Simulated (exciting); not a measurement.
Pt, 1 atom in the cell. Symmetry: Fm-3m, No. 225, cubic system. Conventional cell: a = 3.922 Å, b = 3.922 Å, c = 3.922 Å, α = 90.00°, β = 90.00°, γ = 90.00°. Around Pt (site symmetry m-3m) lie 12 Pt at 2.77 Å. 

- Program: exciting (release sodium)
- Task: band structure
- Functional: PBEsol
- Potentials or basis: all-electron LAPW+lo, shipped species files, valence relativity iora*
- rgkmax: 9
- k mesh: 12 × 12 × 12
- Occupations: fermi-dirac, width 0.05 eV
- Spin: no spin polarisation
- outputlevel: normal
- gmaxvr (cutoff of density and potential): 14 1/bohr
- lmaxapw (and lmaxmat): 10
- lmaxvr: 8
- nempty: 12
- Valence relativity: iora*
- epsengy: 1e-05 Ha
- epspot: 1e-05 Ha
- maxscl: 60
- Muffin-tin radii: Pt 2.3 bohr

Potentials or basis: all-electron LAPW+lo, shipped species files, valence relativity iora*.

Command:

```sh
$ OMP_NUM_THREADS=1 exciting_smp
```

Hardware: 1 thread of Intel(R) Xeon(R) Platinum 8488C (Sapphire Rapids), on a shared host.

Task: How long does it take, and how much memory?

Result: Wall time 47 s on 1 thread of Intel(R) Xeon(R) Platinum 8488C (Sapphire Rapids) (shared host), peak memory 0.1 GiB. Counts: scf iterations 19, plane waves 113.
